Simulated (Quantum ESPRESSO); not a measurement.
**Pb under changes of volume**

One of the cells (30.323 Å³/atom); the others are scaled copies at fixed shape and fractional positions:

```
Pb
1.0
     0.00000    2.47502    2.47502
     2.47502    0.00000    2.47502
     2.47502    2.47502    0.00000
Pb
1
Cartesian
  0.0000 0.0000 0.0000
```

* Program: Quantum ESPRESSO 7.5
* Functional: B86bPBE
* Potentials or basis: PseudoDojo 0.4.1 SR PBE standard
* Cutoff: 762 eV
* Density cutoff: 3048 eV
* k mesh: 9 × 9 × 9
* Occupations: fermi-dirac, width 0.05 eV
* Spin: no spin polarisation

```csv
volume (Å³/atom),energy over the lowest point (meV/atom),pressure (GPa)
28.503,?,?
29.110,45.32,5.2
29.716,28.15,3.9
30.323,15.57,2.8
30.929,7.02,1.8
31.535,1.97,0.9
32.142,0.00,0.1
```

Task: What does the run at 28.503 Å³/atom give?

Result: Energy over the lowest point 67.62 meV/atom; pressure 6.6 GPa.

Worked out: A Birch-Murnaghan fit of order 3 (a polynomial in V^(-2/3)) to the other rows has its minimum at 32.27 Å³/atom, just outside them, with B0 = V·E''(V) = 36 GPa and B' = 6.3. It gives 67.77 meV/atom at 28.503 Å³/atom, against the run's 67.62, and -dE/dV = 6.7 GPa, against 6.6.

Energies are extrapolated to zero smearing.

Caveats: the potentials were made for another functional, which shifts forces and pressure.
